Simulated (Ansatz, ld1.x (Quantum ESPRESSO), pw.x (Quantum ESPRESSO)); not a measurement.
**Ti (Z = 22): one change to the TM potential, in the atom and in the bcc crystal**

ld1.x (Quantum ESPRESSO) 7.5 input, shortened:

```
&input
   title='Ti', zed=22., rel=1, dft='PBE', iswitch=3,
   config='[Ar] 3d2 4s1.75 4p0.25'
 /
 &inputp
   pseudotype=2, tm=.true., lloc=-1, rcloc=2.50,
   nlcc=.true., rcore=1.00
 /
3
4S  1  0   1.75   0.00  2.20  2.20  0.0
4P  2  1   0.25   0.00  3.65  3.65  0.0
3D  3  2   2.00   0.00  2.60  2.60  0.0
 &test
   configts(1)='3d2 4s1.75 4p0.25'
 /
```

Change: wave 4s (bound): rc 2.20 bohr becomes 4s (bound): rc 2.84 bohr.

Cutoffs, loose and tight: the cutoffs (Ry, on a coarse ladder) from which the occupation-weighted sum of valence levels, in a spherical-Bessel basis at the reference potential, stays within 10 and 1 mRy of its value at 400 Ry. They do not see the model core or the augmentation charge, which bear on the density cutoff. Test errors are all-electron minus pseudo excitation energies from the reference, over the configurations 3d2 4s2 4p0; 3d2 4s1 4p0; 3d2 4s0 4p0; 3d2 4s0 4p1; 3d1 4s2 4p1; 3d2 4s1.5 4p0; 3d2 4s0 4p2; variants that change the core or the reference have their own tests.

Crystal test: bcc Ti in pw.x 7.5, no spin, 14³ k-points, Fermi–Dirac smearing 0.01 Ry, cutoffs set for each file from its atomic test. The reference is all-electron LAPW (Ansatz 0.2.0) with the same functional, mesh and smearing; V0 and B0 come from Birch–Murnaghan fits to the pressures at five volumes. Errors are pseudo minus all-electron; Δ is the rms difference of the E(V) curves that follow from these fits, minima aligned, over ±6 % about the mean V0. Mesh and smearing are coarse, so the numbers serve the comparison and aren't converged zero-temperature values; the lattice is a test structure that the element need not adopt.

All-electron: a0 = 3.264 Å (V0 = 17.38 Å³/atom), B0 = 104.1 GPa.

Does the change bring the crystal closer to the all-electron result?

The mean pressure error goes from +0.38 to +0.69 GPa, so the change moves the solid further from the all-electron pressures. At 80 % of its cutoff the pressure of the changed file moves by -0.83 GPa.

```tsv
quantity	base	changed
outcome (atom)	generated	generated
cutoff, loose (atom)	35 Ry	35 Ry
cutoff, tight (atom)	45 Ry	40 Ry
bound ghosts (atom)	none	none
largest test error (meV) (atom)	+73	-32
cutoffs in pw.x (Ry)	55/220	50/200
a0 (Å)	3.267	3.271
a0 error (%)	+0.12	+0.21
B0 error (%)	+1.1	+0.9
Δ (meV/atom)	1.4	2.6
mean pressure error (GPa)	+0.38	+0.69
```

Base: The largest radius (3.65 bohr) exceeds half the bond length (2.67 bohr), so the spheres overlap, which is one possible source of error among others. The logarithmic derivative shows an extra or strongly shifted pseudo pole above the reference energy (s near 0.81 Ry). Changed file: The largest radius (3.65 bohr) exceeds half the bond length (2.67 bohr), so the spheres overlap, which is one possible source of error among others. The logarithmic derivative shows an extra or strongly shifted pseudo pole above the reference energy (s near 0.94 Ry).
